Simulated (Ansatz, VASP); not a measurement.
## One calculation of CaSe, two programs

File INCAR:

```
PREC = Accurate ; ENCUT = 520
EDIFF = 1E-6 ; ISMEAR = 0
SIGMA = 0.05 ; LREAL = False
LASPH = True ; NELM = 100
ALGO = Fast ; ISIF = 2
LWAVE = False ; LCHARG = True
GGA = PS ; LELF = True
LVHAR = True ; NBANDS = 15
```

KPOINTS

```
regular mesh
0
Gamma
  8 8 8
```

The input POSCAR:

```
CaSe
1.0
    0.0000000000      3.3452110976      3.2114026537
    3.3452110976      0.0000000000      3.2114026537
    3.3452110976      3.3452110976      0.0000000000
Ca Se
1 1
Direct
    0.0000000000      0.0000000000      0.0000000000
    0.7500000000      0.7500000000      0.7500000000
```

Input for Ansatz:

```yaml
crystal:
  lattice:
    - [0.0, 3.3452110976, 3.2114026537]
    - [3.3452110976, 0.0, 3.2114026537]
    - [3.3452110976, 3.3452110976, 0.0]
  atoms:
    - { symbol: Ca, position: [0.0, 0.0, 0.0] }
    - { symbol: Se, position: [0.75, 0.75, 0.75] }
basis:
  ecutwfc: 420
kpoints:
  mp_grid: { grid: [8, 8, 8] }
hamiltonian:
  xc: pbesol
scf:
  occupations: { method: gaussian, width: 0.05 }
output:
  forces: true
  stress: true
  eigenvalues: true
```

Alike in both runs: task single point; functional PBEsol; k mesh 8 × 8 × 8; occupations gaussian, width 0.05 eV; no spin polarisation.

|  | VASP | Ansatz |
| --- | --- | --- |
| version | VASP 6.6.1 | Ansatz 0.2.0 |
| potentials or method | VASP PAW PBE potentials, release 64 (Ca_sv, Se) | scalar-relativistic, plane waves, PAW |
| plane-wave cutoff (eV) | 520 | 420 |
| valence electrons in the cell | 16 | 26 |

Ansatz gave:

| Property | Result |
| --- | --- |
| gap on the k mesh at the Fermi level (eV) | 2.95 |
| least direct gap on the mesh (eV) | 3.05 |
| pressure (GPa) | -1.5 |
| largest component of the traceless stress (GPa) | 0.14 |

Q: Estimate VASP's values.

A: gap on the k mesh at the Fermi level (eV): 2.96; least direct gap on the mesh (eV): 3.05; pressure (GPa): -1.4; largest component of the traceless stress (GPa): 0.13.

The two sets of potentials don't hold the same shells in valence.

Caveats: the PAW data sets were made with another functional, which shifts forces and pressure a little (VASP). PBEsol gaps usually lie below the measured ones, often by a third to a half. A k mesh can miss the band edges.
